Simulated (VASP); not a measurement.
# PbS: molecular dynamics with a thermostat

PbS, P2_1/m (no. 11), 8 atoms in the cell. PBE, molecular dynamics; PAW potentials Pb, S (PBE set).

Ensemble: Nose-Hoover chain; Target temperature (K): 1000.

## Input

INCAR:
```
SYSTEM = PbS
  GGA = PE
  PREC = Normal
  ENCUT = 260
  EDIFF = 1E-6
  NELMIN = 4
  NELM = 60
  ALGO = Normal
  LREAL = Auto
  LASPH = .TRUE.
  ISMEAR = 0
  SIGMA = 0.05
  ISYM = 0
  LWAVE = .FALSE.
  LCHARG = .FALSE.
  IBRION = 0
  NSW = 60
  POTIM = 2.0
  TEBEG = 1000
  ISIF = 2
  RANDOM_SEED = 642850 0 0
  MDALGO = 4
  NHC_NCHAINS = 3
  NHC_PERIOD = 30
  KPAR = 2
```

KPOINTS:
```
k-points
0
Gamma
  2 3 1
```

POSCAR:
```
PbS
1.0
    5.9456410000      0.0000000000      0.0000000000
    0.0000000000      4.0331420000      0.0000000000
   -0.6621670000      0.0000000000     10.5394460000
Pb S
4 4
Direct
    0.7535600000      0.7500000000      0.1032550000
    0.2464400000      0.2500000000      0.8967450000
    0.3089650000      0.7500000000      0.3672920000
    0.6910350000      0.2500000000      0.6327080000
    0.6174550000      0.2500000000      0.3562200000
    0.3825450000      0.7500000000      0.6437800000
    0.2624240000      0.7500000000      0.0753090000
    0.7375760000      0.2500000000      0.9246910000
```

Commands:
```
cat potpaw_PBE.64/Pb/POTCAR potpaw_PBE.64/S/POTCAR > POTCAR
mpirun -np 2 vasp_std > vasp.out
```

## Result

- Mean temperature (K): 867
- Standard error of the mean temperature (K): 95
- Relative fluctuation of the kinetic energy: 0.243
- Canonical value of that fluctuation: 0.309
- Rise of the mean potential energy above the start (meV/atom): 45.0
- Electronic steps per ionic step after the first: 4.1

Course of the run:

| Time (fs) | Temperature (K) | Potential energy less the first (meV/atom) |
|---|---|---|
| 2 | 1000 | 0.0 |
| 12 | 951 | 5.6 |
| 20 | 856 | 16.6 |
| 30 | 711 | 33.9 |
| 38 | 613 | 46.6 |
| 48 | 555 | 56.3 |
| 56 | 579 | 57.6 |
| 66 | 699 | 52.1 |
| 74 | 847 | 45.2 |
| 84 | 1043 | 39.8 |
| 92 | 1157 | 42.0 |
| 102 | 1184 | 56.3 |
| 110 | 1092 | 77.3 |
| 120 | 890 | 108.9 |

REPORT:
```
MDALGO =   4
           NHC_NCHAINS =   3
            NHC_PERIOD =    30
            NHC_NRESPA =    1
                NHC_NS =  1
               SCALING =       0
                 CNEXP =     9.000   14.000
           RANDOM_SEED =            642850                0                0

   original number of atomic DOF:         21
   number of independent constraints:      0
   number of active DOF:                  21

========================================
         MD step No.       1
========================================

  Atomic velocities initialized by STEP_tb

  >Nose-Hoover_chains
                       xs       vs(fs^-1)
   nhc_s>   0.29253602E-07   0.58501108E-07
   nhc_s>  -0.13889371E-03  -0.27779707E-03
   nhc_s>  -0.13888889E-03  -0.27773919E-03

  >Energies
                    E_tot             E_pot             E_kin               EPS                ES
   e_b>   -0.33392714E+02   -0.34297730E+02    0.90501602E+00    0.23935531E-04   -0.23884659E-04

  >Temperature
               T_sim     T_inst
   tmprt>   1000.000   1000.211

           RANDOM_SEED =            642850               48                0

[... steps left out ...]

========================================
         MD step No.      60
========================================

  >Nose-Hoover_chains
                       xs       vs(fs^-1)
   nhc_s>  -0.46877893E+00  -0.34197529E-02
   nhc_s>  -0.13709488E-01   0.29174618E-01
   nhc_s>  -0.12783879E+01  -0.10902791E-01

  >Energies
                    E_tot             E_pot             E_kin               EPS                ES
   e_b>   -0.33392171E+02   -0.33426244E+02    0.80518577E+00    0.18855810E+00   -0.95967126E+00

  >Temperature
               T_sim     T_inst
   tmprt>   1000.000    889.880

           RANDOM_SEED =            642850               48                0
```

OSZICAR:
```
N       E                     dE             d eps       ncg     rms          rms(c)
DAV:   1     0.167298155934E+03    0.16730E+03   -0.10088E+04   200   0.735E+02
DAV:   2    -0.177692900603E+02   -0.18507E+03   -0.18239E+03   262   0.165E+02
DAV:   3    -0.361899175053E+02   -0.18421E+02   -0.18348E+02   245   0.597E+01
DAV:   4    -0.367094143238E+02   -0.51950E+00   -0.51869E+00   288   0.108E+01
DAV:   5    -0.367176544501E+02   -0.82401E-02   -0.82360E-02   256   0.146E+00    0.187E+01
DAV:   6    -0.342725497981E+02    0.24451E+01   -0.82938E+00   208   0.102E+01    0.106E+01
DAV:   7    -0.343128152661E+02   -0.40265E-01   -0.19610E+00   280   0.478E+00    0.635E+00
DAV:   8    -0.342967125108E+02    0.16103E-01   -0.11173E-01   280   0.149E+00    0.270E+00
DAV:   9    -0.342964773505E+02    0.23516E-03   -0.18900E-02   296   0.622E-01    0.795E-01
DAV:  10    -0.342969535736E+02   -0.47622E-03   -0.18939E-03   280   0.212E-01    0.357E-01
DAV:  11    -0.342973888534E+02   -0.43528E-03   -0.11450E-03   288   0.165E-01    0.110E-01
DAV:  12    -0.342976689842E+02   -0.28013E-03   -0.49235E-04   248   0.114E-01    0.498E-02
[... left out ...]
     58 T=   973. E= -.33385821E+02 F= -.33526075E+02 E0= -.33526075E+02  EK= 0.88725E+00 SP= -.94E+00 SK= 0.19E+00
     59 T=   931. E= -.33386313E+02 F= -.33474961E+02 E0= -.33474961E+02  EK= 0.84825E+00 SP= -.95E+00 SK= 0.19E+00
[... last step whole ...]
       N       E                     dE             d eps       ncg     rms          rms(c)
DAV:   1    -0.334262207642E+02    0.48741E-01   -0.10342E-02   294   0.133E+00    0.298E-02
DAV:   2    -0.334262439350E+02   -0.23171E-04   -0.25881E-04   201   0.894E-02    0.191E-02
DAV:   3    -0.334262440815E+02   -0.14654E-06   -0.56169E-06   264   0.124E-02    0.121E-02
DAV:   4    -0.334262437470E+02    0.33448E-06   -0.13653E-06   126   0.612E-03
     60 T=   890. E= -.33386701E+02 F= -.33426244E+02 E0= -.33426244E+02  EK= 0.81066E+00 SP= -.96E+00 SK= 0.19E+00
```

Limits: 120 fs of 8 atoms are too short for converged averages; the cell is only 4.0 Å across, so each atom moves in step with near copies of itself.

VASP 6.6.1 took 132 s on 2 cores (AMD EPYC 7R13 (Zen 3)), a shared host.
